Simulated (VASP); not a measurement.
Crystal: CuI (Marshite).

```
Cu I
1.0
     0.00000    3.03150    3.03150
     3.03150    0.00000    3.03150
     3.03150    3.03150    0.00000
Cu I
1 1
Direct
  0.25000 0.25000 0.25000
  0.00000 0.00000 0.00000
```

```yaml
Program: VASP 6.6.1
Task: relaxation of cell and atoms
Functional: PBEsol
Potentials_or_basis: VASP PAW PBE potentials, release 64 (Cu, I)
Cutoff: 600 eV
k_mesh: 8 × 8 × 8
Occupations: gaussian, width 0.03 eV
Spin: no spin polarisation
```

At the start: pressure -2.5 GPa; volume 27.86 Å³/atom.

Problem. Where does the relaxation end?

Solution. Over 3 steps the energy falls by 13.3 meV/atom and the volume is 26.28 Å³/atom (-5.7 %); space group F-43m (No. 216, to 0.05 Å).

The path:
| step | energy change (eV) | largest force (eV/Å) | pressure (GPa) | volume (Å³) |
| --- | --- | --- | --- | --- |
| 1 | 0.0000 | 0.0000 | -2.46 | 55.72 |
| 2 | -0.0265 | 0.0000 | 0.23 | 52.34 |
| 3 | -0.0266 | 0.0000 | -0.06 | 52.55 |

Final structure:
```cif
data_structure
_symmetry_space_group_name_H-M 'P 1'
_symmetry_Int_Tables_number 1
_cell_length_a 4.2045
_cell_length_b 4.2045
_cell_length_c 4.2045
_cell_angle_alpha 60.000
_cell_angle_beta 60.000
_cell_angle_gamma 60.000
_cell_volume 52.55
loop_
_atom_site_label
_atom_site_type_symbol
_atom_site_fract_x
_atom_site_fract_y
_atom_site_fract_z
_atom_site_occupancy
Cu1 Cu 0.25000 0.25000 0.25000 1
I1 I 0.00000 0.00000 0.00000 1
```

Caveat: the PAW data sets were made with another functional, which shifts forces and pressure a little.
